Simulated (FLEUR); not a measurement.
## SrO under changes of volume

One of the cells (16.901 Å³/atom); the others are scaled copies at fixed shape and fractional positions:

```
CELL_PARAMETERS angstrom
0.00000 2.56630 2.56630
2.56630 0.00000 2.56630
2.56630 2.56630 0.00000
ATOMIC_POSITIONS crystal
Sr 0.50000 0.50000 0.50000
O 0.00000 0.00000 0.00000
```

| Item | Value |
| --- | --- |
| Program | FLEUR MaX-R8.1 (later development tree) |
| Functional | LDA |
| Potentials or basis | all-electron |
| Basis | FLAPW |
| Kmax | 4.1 1/bohr |
| k mesh | 9 × 9 × 9 |
| Occupations | fermi-dirac, width 0.05 eV |
| Spin | no spin polarisation |

| volume (Å³/atom) | energy over the lowest point (meV/atom) | gap on the mesh (eV) |
| --- | --- | --- |
| 15.887 | 2.41 | 3.17 |
| 16.225 | 0.00 | 3.18 |
| 16.901 | ? | ? |
| 17.577 | 31.76 | 3.23 |
| 17.915 | 47.86 | 3.24 |

Q: What does the run at 16.901 Å³/atom give?

A: Energy over the lowest point 8.52 meV/atom; gap on the mesh 3.21 eV.

Worked out: A Birch-Murnaghan fit of order 2 (a polynomial in V^(-2/3)) to the other rows has its minimum at 16.22 Å³/atom with B0 = V·E''(V) = 103 GPa. It gives 8.53 meV/atom at 16.901 Å³/atom, against the run's 8.52. A straight line through the other rows of the gap, of slope 0.596 eV per unit of ln V, gives 3.21 eV, against the run's 3.21.

Energies are extrapolated to zero smearing.

Caveats: an odd mesh through Γ misses points on the zone boundary, where band edges often lie. Spin-orbit coupling on Sr is left out.
